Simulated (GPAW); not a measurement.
The system is Ge.

```
Ge
1.0
    -2.57449    2.57449    1.39741
     2.57449   -2.57449    1.39741
     2.57449    2.57449   -1.39741
Ge
2
Direct
  0.50000 0.50000 0.00000
  0.25000 0.75000 0.50000
```

This isn't the form of Ge at room conditions, which is diamond.

| Property | Result |
| --- | --- |
| Program | GPAW 26.7.0 |
| Task | relaxation of cell and atoms |
| Functional | BLYP |
| Dispersion | D4 |
| Potentials or basis | PAW data sets generated in the run's folder for this functional |
| Cutoff | 600 eV |
| Basis | pw |
| k mesh | 11 × 11 × 11 |
| Occupations | fermi-dirac, width 0.05 eV |
| Spin | no spin polarisation |

At the start: pressure 3.4 GPa; volume 18.52 Å³/atom.

Where does the relaxation end?

Over 4 steps the energy falls by 9.4 meV/atom and the volume is 19.42 Å³/atom (+4.8 %); space group I4_1/amd (No. 141, to 0.05 Å).

Step by step:
| step | energy change (eV) | largest force (eV/Å) | pressure (GPa) | volume (Å³) |
| --- | --- | --- | --- | --- |
| 1 | 0.0000 | 0.0000 | 3.45 | 37.05 |
| 2 | -0.0063 | 0.0000 | 2.77 | 37.37 |
| 3 | -0.0188 | 0.0000 | 0.14 | 38.75 |
| 4 | -0.0189 | 0.0000 | 0.01 | 38.83 |

Final structure:
```
CELL_PARAMETERS angstrom
-2.61623 2.61623 1.41840
2.61623 -2.61623 1.41840
2.61623 2.61623 -1.41840
ATOMIC_POSITIONS crystal
Ge 0.50000 0.50000 0.00000
Ge 0.25000 0.75000 0.50000
```

Caveat: later steps reuse the first step's grids; pairwise dispersion overbinds metals, which lowers pressure and volume.
